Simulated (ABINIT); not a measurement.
# Li (Im-3m) in ABINIT: notebook

The runs below take Li through equation of state, with AM05, BLYP, rPW86PBE, BP86+D2.

All numbers are computed with ABINIT 10.8.3 (patched build); they aren't measurements. Logs are shortened: lines on timing, memory, paths and dates and some standing lists are left out, and cuts for length are marked. The log counts tension as positive stress, the text compression.

## 1. The crystal as given

Symmetry: Im-3m, No. 229, cubic system. Conventional cell: a = 3.509 Å, b = 3.509 Å, c = 3.509 Å, α = 90.00°, β = 90.00°, γ = 90.00°. Li (site symmetry m-3m) is surrounded by 8 Li at 3.04 Å.

## 2. Equation of state, AM05

run.abi

```
ndtset 7
getwfk -1
scalecart1 3*0.9795861087
scalecart2 3*0.9864848297
scalecart3 3*0.9932883884
scalecart4 3*1.0000000000
scalecart5 3*1.0066227096
scalecart6 3*1.0131594038
scalecart7 3*1.0196128224

pp_dirpath "./"
pseudos "Li.GGA_PBE-JTH.xml"

acell 3*1.0 Angstrom
rprim
    -1.7546500000     1.7546500000     1.7546500000
     1.7546500000    -1.7546500000     1.7546500000
     1.7546500000     1.7546500000    -1.7546500000
ntypat 1
znucl 3
natom 1
typat 1
xred
     0.0000000000     0.0000000000     0.0000000000

ecut 15.0
pawecutdg 30.0

kptopt 1
ngkpt 11 11 11
nshiftk 1
shiftk 0.0 0.0 0.0

ixc -120135

nband 6
occopt 3
tsmear 0.05 eV

nstep 100
tolvrs 1.0e-9

iomode 3
prtwf 1
prtden 0
prteig 0
prtebands 0
enunit 2
```

Potentials or basis: JTH PAW PBE v2.0.

Run with:

```console
$ abinit run.abi > log 2>&1
```

run.abo:

```text
.Version 10.8.3 of ABINIT
 DATASET    1 : space group Im -3 m (#229); Bravais cI (body-center cubic)
================================================================================
 Values of the parameters that define the memory need for DATASET  1.
     intxc =       0    ionmov =       0      iscf =      17    lmnmax =       9
     lnmax =       5     mgfft =      20  mpssoang =       2    mqgrid =    3001
     natom =       1  nloc_mem =       2    nspden =       1   nspinor =       1
    nsppol =       1      nsym =      48    n1xccc =       1    ntypat =       1
    occopt =       3   xclevel =       2
       mpw =         392          nfft =        8000          nkpt =          56
 PAW method is used; the additional fine FFT grid is defined by:
   mgfftf=        30    nfftf =     27000
================================================================================
================================================================================
[... 71 lines left out ...]
 DATASET    7 : space group Im -3 m (#229); Bravais cI (body-center cubic)
================================================================================
 Values of the parameters that define the memory need for DATASET  7.
     intxc =       0    ionmov =       0      iscf =      17    lmnmax =       9
     lnmax =       5     mgfft =      24  mpssoang =       2    mqgrid =    3001
     natom =       1  nloc_mem =       2    nspden =       1   nspinor =       1
    nsppol =       1      nsym =      48    n1xccc =       1    ntypat =       1
    occopt =       3   xclevel =       2
       mpw =         444          nfft =       13824          nkpt =          56
 PAW method is used; the additional fine FFT grid is defined by:
   mgfftf=        30    nfftf =     27000
================================================================================
================================================================================

--------------------------------------------------------------------------------
------------- Echo of variables that govern the present computation ------------
--------------------------------------------------------------------------------
 -outvars: echo values of preprocessed input variables --------
            acell      1.8897261259E+00  1.8897261259E+00  1.8897261259E+00 Bohr
              amu      6.94100000E+00
             ecut      1.50000000E+01 Hartree
           enunit           2
           getwfk          -1
                       outvar_i_n : Printing only first  50 k-points.
              ixc     -120135
           jdtset        1    2    3    4    5    6    7
                       outvar_i_n : Printing only first  50 k-points.
         kptrlatt       11    0    0      0   11    0      0    0   11
          kptrlen1     6.18849862E+01
          kptrlen2     6.23208103E+01
          kptrlen3     6.27506226E+01
          kptrlen4     6.31746262E+01
          kptrlen5     6.35930134E+01
          kptrlen6     6.40059666E+01
          kptrlen7     6.44136589E+01
            natom           1
            nband           6
           ndtset           7
            ngfft1         20      20      20
            ngfft2         20      20      20
            ngfft3         20      20      20
            ngfft4         20      20      20
            ngfft5         24      24      24
            ngfft6         24      24      24
            ngfft7         24      24      24
          ngfftdg          30      30      30
             nkpt          56
            nstep         100
             nsym          48
           ntypat           1
                       prtocc : prtvol=0, do not print more k-points.
           occopt           3
        pawecutdg      3.00000000E+01 Hartree
         pawxcdev           0
           prtden           0
        prtebands           0
           prteig           0
            rprim1    -1.7188307656E+00  1.7188307656E+00  1.7188307656E+00
                       1.7188307656E+00 -1.7188307656E+00  1.7188307656E+00
                       1.7188307656E+00  1.7188307656E+00 -1.7188307656E+00
            rprim2    -1.7309356064E+00  1.7309356064E+00  1.7309356064E+00
                       1.7309356064E+00 -1.7309356064E+00  1.7309356064E+00
                       1.7309356064E+00  1.7309356064E+00 -1.7309356064E+00
            rprim3    -1.7428734707E+00  1.7428734707E+00  1.7428734707E+00
                       1.7428734707E+00 -1.7428734707E+00  1.7428734707E+00
                       1.7428734707E+00  1.7428734707E+00 -1.7428734707E+00
            rprim4    -1.7546500000E+00  1.7546500000E+00  1.7546500000E+00
                       1.7546500000E+00 -1.7546500000E+00  1.7546500000E+00
                       1.7546500000E+00  1.7546500000E+00 -1.7546500000E+00
            rprim5    -1.7662705374E+00  1.7662705374E+00  1.7662705374E+00
                       1.7662705374E+00 -1.7662705374E+00  1.7662705374E+00
                       1.7662705374E+00  1.7662705374E+00 -1.7662705374E+00
            rprim6    -1.7777401479E+00  1.7777401479E+00  1.7777401479E+00
                       1.7777401479E+00 -1.7777401479E+00  1.7777401479E+00
                       1.7777401479E+00  1.7777401479E+00 -1.7777401479E+00
            rprim7    -1.7890636388E+00  1.7890636388E+00  1.7890636388E+00
                       1.7890636388E+00 -1.7890636388E+00  1.7890636388E+00
                       1.7890636388E+00  1.7890636388E+00 -1.7890636388E+00
          spgroup         229
           tolvrs      1.00000000E-09
           tsmear      1.83746611E-03 Hartree
            typat      1
           useylm           1
                       outvars : Printing only first  50 k-points.
            znucl        3.00000

================================================================================

 chkinp: Checking input parameters for consistency, jdtset=   1.

 chkinp: Checking input parameters for consistency, jdtset=   2.
[... 36 lines left out ...]
 getcut: wavevector=  0.0000  0.0000  0.0000  ngfft=  30  30  30
         ecut(hartree)=     30.000   => boxcut(ratio)=   2.16273

--- Pseudopotential description ------------------------------------------------
- pspini: atom type   1  psp file is ./Li.GGA_PBE-JTH.xml
 Pseudopotential format is: paw10
 basis_size (lnmax)=  5 (lmn_size=  9), orbitals=   0   0   0   1   1
 Spheres core radius: rc_sph= 1.60264751
 Shapefunction is BESSEL type: shapef(r,l)=aa(1,l)*jl(q(1,l)*r)+aa(2,l)*jl(q(2,l)*r)
 Radius for shape functions =  1.30023672
 Compensation charge density is not taken into account in XC energy/potential

   1.71693665E+01                                ecore*ucvol(ha*bohr**3)
--------------------------------------------------------------------------------

================================================================================

--- !BeginCycle
iteration_state: {dtset: 1, }
solver: {iscf: 17, nstep: 100, nline: 4, wfoptalg: 10, }
tolerances: {tolvrs: 1.00E-09, }
...
[... 635 lines left out ...]
 getcut: wavevector=  0.0000  0.0000  0.0000  ngfft=  24  24  24
         ecut(hartree)=     15.000   => boxcut(ratio)=   2.38113

 getcut : COMMENT -
  Note that boxcut > 2.2 ; recall that boxcut=Gcut(box)/Gcut(sphere) = 2
  is sufficient for exact treatment of convolution.
  Such a large boxcut is a waste : you could raise ecut
  e.g. ecut=   21.261740 Hartrees makes boxcut=2

 Fine grid specifications (used for densities):

 getcut: wavevector=  0.0000  0.0000  0.0000  ngfft=  30  30  30
         ecut(hartree)=     30.000   => boxcut(ratio)=   2.10464
--------------------------------------------------------------------------------
[... 155 lines left out ...]
 getcut: wavevector=  0.0000  0.0000  0.0000  ngfft=  24  24  24
         ecut(hartree)=     15.000   => boxcut(ratio)=   2.36577

 getcut : COMMENT -
  Note that boxcut > 2.2 ; recall that boxcut=Gcut(box)/Gcut(sphere) = 2
  is sufficient for exact treatment of convolution.
  Such a large boxcut is a waste : you could raise ecut
  e.g. ecut=   20.988272 Hartrees makes boxcut=2

 Fine grid specifications (used for densities):

 getcut: wavevector=  0.0000  0.0000  0.0000  ngfft=  30  30  30
         ecut(hartree)=     30.000   => boxcut(ratio)=   2.09107
--------------------------------------------------------------------------------
[... 156 lines left out ...]
 getcut: wavevector=  0.0000  0.0000  0.0000  ngfft=  24  24  24
         ecut(hartree)=     15.000   => boxcut(ratio)=   2.35080

 getcut : COMMENT -
  Note that boxcut > 2.2 ; recall that boxcut=Gcut(box)/Gcut(sphere) = 2
  is sufficient for exact treatment of convolution.
  Such a large boxcut is a waste : you could raise ecut
  e.g. ecut=   20.723432 Hartrees makes boxcut=2

 Fine grid specifications (used for densities):

 getcut: wavevector=  0.0000  0.0000  0.0000  ngfft=  30  30  30
         ecut(hartree)=     30.000   => boxcut(ratio)=   2.07783
--------------------------------------------------------------------------------
[... 128 lines left out ...]
-Cartesian components of stress tensor (GPa)         [Pressure= -1.2175E+00 GPa]
- sigma(1 1)=  1.21750757E+00  sigma(3 2)=  0.00000000E+00
- sigma(2 2)=  1.21750757E+00  sigma(3 1)=  0.00000000E+00
- sigma(3 3)=  1.21750757E+00  sigma(2 1)=  0.00000000E+00

== END DATASET(S) ==============================================================
================================================================================

 -outvars: echo values of variables after computation  --------
            acell      1.8897261259E+00  1.8897261259E+00  1.8897261259E+00 Bohr
           etotal1    -7.4357837166E+00
           etotal2    -7.4357947176E+00
           etotal3    -7.4357788495E+00
           etotal4    -7.4357376174E+00
           etotal5    -7.4356736761E+00
           etotal6    -7.4355885682E+00
           etotal7    -7.4354838388E+00
            fcart1    -0.0000000000E+00 -0.0000000000E+00 -0.0000000000E+00
            fcart2    -0.0000000000E+00 -0.0000000000E+00 -0.0000000000E+00
            fcart3    -0.0000000000E+00 -0.0000000000E+00 -0.0000000000E+00
            fcart4    -0.0000000000E+00 -0.0000000000E+00 -0.0000000000E+00
            fcart5    -0.0000000000E+00 -0.0000000000E+00 -0.0000000000E+00
            fcart6    -0.0000000000E+00 -0.0000000000E+00 -0.0000000000E+00
            fcart7    -0.0000000000E+00 -0.0000000000E+00 -0.0000000000E+00
            rprim1    -1.7188307656E+00  1.7188307656E+00  1.7188307656E+00
                       1.7188307656E+00 -1.7188307656E+00  1.7188307656E+00
                       1.7188307656E+00  1.7188307656E+00 -1.7188307656E+00
[... 17 lines left out ...]
                       1.7890636388E+00  1.7890636388E+00 -1.7890636388E+00
           strten1    -5.9973390163E-06 -5.9973390163E-06 -5.9973390163E-06
                       0.0000000000E+00  0.0000000000E+00  0.0000000000E+00
           strten2     3.6028417146E-06  3.6028417146E-06  3.6028417146E-06
                       0.0000000000E+00  0.0000000000E+00  0.0000000000E+00
           strten3     1.2466734566E-05  1.2466734566E-05  1.2466734566E-05
                       0.0000000000E+00  0.0000000000E+00  0.0000000000E+00
           strten4     2.0617677025E-05  2.0617677025E-05  2.0617677025E-05
                       0.0000000000E+00  0.0000000000E+00  0.0000000000E+00
           strten5     2.8141408218E-05  2.8141408218E-05  2.8141408218E-05
                       0.0000000000E+00  0.0000000000E+00  0.0000000000E+00
           strten6     3.5045648383E-05  3.5045648383E-05  3.5045648383E-05
                       0.0000000000E+00  0.0000000000E+00  0.0000000000E+00
           strten7     4.1382241220E-05  4.1382241220E-05  4.1382241220E-05
                       0.0000000000E+00  0.0000000000E+00  0.0000000000E+00
 Calculation completed.
```

Run time: 27 s. Hardware: 1 thread of Arm Neoverse V1, shared host; peak memory 0.11 GiB.

What came out:

```yaml
Equilibrium_volume: 20.70 Å³/atom
Bulk_modulus: 13.2 GPa
Pressure_derivative_of_the_bulk_modulus: 3.0
```

Energy against volume, from the lowest point:
```
volume (Å³/atom)  energy (meV/atom)
          20.312               0.30
          20.744               0.00
          21.177               0.43
          21.609               1.55
          22.041               3.29
          22.473               5.61
          22.905               8.46
```

Caveat: pressures at fixed basis lie under the slope of the energies; the PAW data sets were made with another functional, which shifts forces and pressure a little.

## 3. Equation of state, BLYP

run.abi

```
# Datasets: one volume each
ndtset 7
getwfk -1
scalecart1 3*0.9795861087
scalecart2 3*0.9864848297
scalecart3 3*0.9932883884
scalecart4 3*1.0000000000
scalecart5 3*1.0066227096
scalecart6 3*1.0131594038
scalecart7 3*1.0196128224

# Pseudopotentials
pp_dirpath "./"
pseudos "Li.GGA_PBE-JTH.xml"

# Structure
acell 3.0391429495 3.0391429495 3.0391429495 Angstrom
rprim
    -0.5773502692     0.5773502692     0.5773502692
     0.5773502692    -0.5773502692     0.5773502692
     0.5773502692     0.5773502692    -0.5773502692
ntypat 1
znucl 3
natom 1
typat 1
xred
     0.0000000000     0.0000000000     0.0000000000

# Plane-wave basis
ecut 15.0
pawecutdg 30.0

# k points
kptopt 1
ngkpt 11 11 11
nshiftk 1
shiftk 0.0 0.0 0.0

# Exchange and correlation
ixc -106131

# Bands and occupations
nband 6
occopt 3
tsmear 0.05 eV

# SCF cycle
nstep 100
tolvrs 1.0e-9

# Output
iomode 3
prtwf 1
prtden 0
prteig 0
prtebands 0
```

Potentials or basis: JTH PAW PBE v2.0.

Run with:

```console
$ abinit run.abi > log 2>&1
```

Wall time 26 s (1 thread of Arm Neoverse V1, shared host); peak memory 0.11 GiB.

It converged, with:

```
Equilibrium volume : 20.03 Å³/atom (rough: see the caveat)
Bulk modulus       : 13.7 GPa (rough)
```

Energy against volume, from the lowest point:
| volume (Å³/atom) | energy (meV/atom) |
| --- | --- |
| 20.312 | 0.00 |
| 20.744 | 0.88 |
| 21.177 | 2.44 |
| 21.609 | 4.65 |
| 22.041 | 7.44 |
| 22.473 | 10.76 |
| 22.905 | 14.57 |

Caveat: pressures at fixed basis lie under the slope of the energies; the minimum lies outside the volumes run; the PAW data sets were made with another functional, which shifts forces and pressure a little.

## 4. Equation of state, rPW86PBE

run.abi

```
ndtset 7
getwfk -1
scalecart1 3*0.9795861087
scalecart2 3*0.9864848297
scalecart3 3*0.9932883884
scalecart4 3*1.0000000000
scalecart5 3*1.0066227096
scalecart6 3*1.0131594038
scalecart7 3*1.0196128224

pp_dirpath "./"
pseudos "Li.GGA_PBE-JTH.xml"

acell 3*1.0 Angstrom
rprim
    -1.7546500000     1.7546500000     1.7546500000
     1.7546500000    -1.7546500000     1.7546500000
     1.7546500000     1.7546500000    -1.7546500000
ntypat 1
znucl 3
natom 1
typat 1
xred
     0.0000000000     0.0000000000     0.0000000000

ecut 408.170794 eV
pawecutdg 30.0

kptopt 1
ngkpt 11 11 11
nshiftk 1
shiftk 0.0 0.0 0.0

ixc -144130

nband 6
occopt 3
tsmear 0.05 eV

nstep 100
tolvrs 1.0e-9

iomode 3
prtwf 1
prtden 0
prteig 0
prtebands 0
enunit 1
```

Potentials or basis: JTH PAW PBE v2.0.

Run with:

```console
$ abinit run.abi > log 2>&1
```

run.abo:

```text
.Version 10.8.3 of ABINIT
 DATASET    1 : space group Im -3 m (#229); Bravais cI (body-center cubic)
================================================================================
 Values of the parameters that define the memory need for DATASET  1.
     intxc =       0    ionmov =       0      iscf =      17    lmnmax =       9
     lnmax =       5     mgfft =      20  mpssoang =       2    mqgrid =    3001
     natom =       1  nloc_mem =       2    nspden =       1   nspinor =       1
    nsppol =       1      nsym =      48    n1xccc =       1    ntypat =       1
    occopt =       3   xclevel =       2
       mpw =         392          nfft =        8000          nkpt =          56
 PAW method is used; the additional fine FFT grid is defined by:
   mgfftf=        30    nfftf =     27000
================================================================================
================================================================================
[... 71 lines left out ...]
 DATASET    7 : space group Im -3 m (#229); Bravais cI (body-center cubic)
================================================================================
 Values of the parameters that define the memory need for DATASET  7.
     intxc =       0    ionmov =       0      iscf =      17    lmnmax =       9
     lnmax =       5     mgfft =      24  mpssoang =       2    mqgrid =    3001
     natom =       1  nloc_mem =       2    nspden =       1   nspinor =       1
    nsppol =       1      nsym =      48    n1xccc =       1    ntypat =       1
    occopt =       3   xclevel =       2
       mpw =         444          nfft =       13824          nkpt =          56
 PAW method is used; the additional fine FFT grid is defined by:
[... 1208 lines left out ...]

 -outvars: echo values of variables after computation  --------
            acell      1.8897261259E+00  1.8897261259E+00  1.8897261259E+00 Bohr
           etotal1    -7.5724098442E+00
           etotal2    -7.5723721722E+00
           etotal3    -7.5723089550E+00
           etotal4    -7.5722221134E+00
           etotal5    -7.5721136119E+00
           etotal6    -7.5719852446E+00
           etotal7    -7.5718386540E+00
            fcart1    -0.0000000000E+00 -0.0000000000E+00 -0.0000000000E+00
            fcart2    -0.0000000000E+00 -0.0000000000E+00 -0.0000000000E+00
            fcart3    -0.0000000000E+00 -0.0000000000E+00 -0.0000000000E+00
            fcart4    -0.0000000000E+00 -0.0000000000E+00 -0.0000000000E+00
            fcart5    -0.0000000000E+00 -0.0000000000E+00 -0.0000000000E+00
            fcart6    -0.0000000000E+00 -0.0000000000E+00 -0.0000000000E+00
            fcart7    -0.0000000000E+00 -0.0000000000E+00 -0.0000000000E+00
            rprim1    -1.7188307656E+00  1.7188307656E+00  1.7188307656E+00
                       1.7188307656E+00 -1.7188307656E+00  1.7188307656E+00
                       1.7188307656E+00  1.7188307656E+00 -1.7188307656E+00
[... 17 lines left out ...]
                       1.7890636388E+00  1.7890636388E+00 -1.7890636388E+00
           strten1     8.7572460437E-06  8.7572460437E-06  8.7572460437E-06
                       0.0000000000E+00  0.0000000000E+00  0.0000000000E+00
           strten2     1.7888778351E-05  1.7888778351E-05  1.7888778351E-05
                       0.0000000000E+00  0.0000000000E+00  0.0000000000E+00
           strten3     2.6289744245E-05  2.6289744245E-05  2.6289744245E-05
                       0.0000000000E+00  0.0000000000E+00  0.0000000000E+00
           strten4     3.4034884479E-05  3.4034884479E-05  3.4034884479E-05
                       0.0000000000E+00  0.0000000000E+00  0.0000000000E+00
           strten5     4.1149474864E-05  4.1149474864E-05  4.1149474864E-05
                       0.0000000000E+00  0.0000000000E+00  0.0000000000E+00
           strten6     4.7654849873E-05  4.7654849873E-05  4.7654849873E-05
                       0.0000000000E+00  0.0000000000E+00  0.0000000000E+00
           strten7     5.3598838213E-05  5.3598838213E-05  5.3598838213E-05
                       0.0000000000E+00  0.0000000000E+00  0.0000000000E+00
 Calculation completed.
```

Wall time 29 s (1 thread of Arm Neoverse V1, shared host); peak memory 0.12 GiB.

Results:

* Equilibrium volume: 19.95 Å³/atom (rough: see the caveat)
* Bulk modulus: 13.9 GPa (rough)

Energy against volume, from the lowest point:
| volume (Å³/atom) | energy (meV/atom) |
| --- | --- |
| 20.312 | 0.00 |
| 20.744 | 1.03 |
| 21.177 | 2.75 |
| 21.609 | 5.11 |
| 22.041 | 8.06 |
| 22.473 | 11.55 |
| 22.905 | 15.54 |

Caveat: pressures at fixed basis lie under the slope of the energies; the minimum lies outside the volumes run; the PAW data sets were made with another functional, which shifts forces and pressure a little.

## 5. Equation of state, BP86+D2

Edit run.abi of step 4 so:

```diff
@@ -25,3 +25,3 @@
 
-ecut 408.170794 eV
+ecut 15.0
 pawecutdg 30.0
@@ -33,3 +33,4 @@
 
-ixc -144130
+ixc -106132
+vdw_xc 5
 
@@ -37,3 +38,3 @@
 occopt 3
-tsmear 0.05 eV
+tsmear 0.00183747
 
@@ -47,2 +48,2 @@
 prtebands 0
-enunit 1
+enunit 2
```

Run with:

```console
$ abinit run.abi > log 2>&1
```

Run time: 24 s. Hardware: 1 thread of Arm Neoverse V1, shared host; peak memory 0.12 GiB.

The run converged. Its results:

* Equilibrium volume: outside the volumes run

Energy against volume, from the lowest point:
| volume (Å³/atom) | energy (meV/atom) |
| --- | --- |
| 20.312 | 0.00 |
| 20.744 | 6.21 |
| 21.177 | 12.75 |
| 21.609 | 19.61 |
| 22.041 | 26.76 |
| 22.473 | 34.18 |
| 22.905 | 41.80 |

Caveat: the PAW data sets were made with another functional, which shifts forces and pressure a little.

## 6. Against experiment

Step 2. The cell as given is a measured one (21.61 Å³/atom); AM05 puts the equilibrium volume -4.2 % from it, thermal expansion not counted.
